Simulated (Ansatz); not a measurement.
## Calculated coordination and 17O quadrupole coupling for TiO2

Cell: an entry of the Crystallography Open Database (COD) whose atoms were relaxed with PBE, the cell held.

Space group Pbca (No. 61); a = 5.1450, b = 9.1850, c = 5.4470 Å.

| site | Wyckoff | site symmetry | x | y | z |
| --- | --- | --- | --- | --- | --- |
| Ti | 8c | 1 | 0.1386 | 0.1290 | 0.9056 |
| O9 | 8c | 1 | 0.4646 | 0.2299 | 0.8912 |
| O17 | 8c | 1 | 0.8160 | 0.0098 | 0.8506 |

One atom of each set is listed.

The numbers come from a DFT calculation in Ansatz (PBEsol, plane waves and PAW, scalar-relativistic, 420 eV cutoff, Γ-centred 5×3×5 k-points, Fermi–Dirac smearing 0.02 eV).

Q(17O) = -25.58 mb.

(1) Rank these O sites by |C_Q|, smallest first.
A. O17: 3 Ti at 1.86–2.01 Å
B. O9: 3 Ti at 1.92–2.07 Å

Results:

(1) A (1.15 MHz, η = 0.82), B (1.40 MHz, η = 0.84).

Like point charges on the first shell alone (each adding as 1/d³) would put O17 above O9: the covalent part of each bond and the atoms beyond the first shell count as well.
